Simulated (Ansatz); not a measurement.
# InSe: the cost of one run

Method: DFT PBE+D3(BJ), scalar-relativistic, plane waves, PAW, in Ansatz 0.2.0.

A COD entry behind a cell of this session may itself be a prediction, so a difference from it is no test against experiment.

21 further runs of the same task are left out: 1 that didn't finish, 20 set aside as unsound or not needed.

## 1. The structure to begin with

Symmetry: R3m, No. 160, trigonal system. The conventional cell has a = 4.037 Å, b = 4.037 Å, c = 24.905 Å, α = 90.00°, β = 90.00°, γ = 120.00°. In (site symmetry 3m) is surrounded by 3 Se at 2.66 Å and 1 In at 2.79 Å. Se (site symmetry 3m) is surrounded by 3 In at 2.66 Å.

Coordinates:

```cif
data_structure
_symmetry_space_group_name_H-M 'P 1'
_symmetry_Int_Tables_number 1
_cell_length_a 8.6225
_cell_length_b 8.6225
_cell_length_c 8.6225
_cell_angle_alpha 27.074
_cell_angle_beta 27.074
_cell_angle_gamma 27.074
_cell_volume 117.14
loop_
_atom_site_label
_atom_site_type_symbol
_atom_site_fract_x
_atom_site_fract_y
_atom_site_fract_z
_atom_site_occupancy
In1 In 0.00004 0.00004 0.00004 1
In2 In 0.11219 0.11219 0.11219 1
Se1 Se 0.61513 0.61513 0.61513 1
Se2 Se 0.83035 0.83035 0.83035 1
```

This cell was relaxed beforehand with the same method: volume 29.29 Å³/atom, gap on the mesh 0.30 eV.

## 2. Plan of the scan

Atoms count from 1 in the order of the input.

The lattice constant and the thickness of a sheet are varied, nothing relaxed.

The axes are (1) lattice constant a of the sheet (both vectors scaled alike): 7 values from 3.825 to 4.228 Å; (2) thickness: height of Se4 above Se1, all heights scaled alike: 7 values from 5.035 to 5.735 Å.

Nothing else is relaxed. Points are written as (first, second).

## 3. The run at (4.228 Å, 5.735 Å)

Along c the cell is not periodic, so the sheet has no images above or below.

input.yaml reads:

```yaml
crystal:
  lattice:
    - [4.228, 0.0, 0.0]
    - [-2.114, 3.6615554072, 0.0]
    - [0.0, 0.0, 36.7199571806]
  atoms:
    - { symbol: Se, position: [0.0, 0.0, 0.4218950696] }
    - { symbol: In, position: [0.6666666667, 0.3333333333, 0.4594644305] }
    - { symbol: In, position: [0.6666666667, 0.3333333333, 0.54050787] }
    - { symbol: Se, position: [0.0, 0.0, 0.5780771689] }
  periodic: [true, true, false]
basis:
  ecutwfc: 420
kpoints:
  mp_grid: { grid: [9, 9, 1] }
hamiltonian:
  xc: pbe
  pseudopotentials: { kind: paw, azcp: { folder: soft_1 } }
  dispersion: d3bj
scf:
  occupations: { method: gaussian, width: 0.02 }
output:
  forces: true
  stress: true
  eigenvalues: true
```

Started as:

```sh
$ ansatz run input.yaml --threads 2 --pin off --max-ram 6144MiB --backend cpu --events-out ev --progress --plain --runs-dir out
```

What time and memory should one allow on 2 threads of Arm Neoverse N1, shared host?

About 22 s, with a peak of 0.71 GiB.
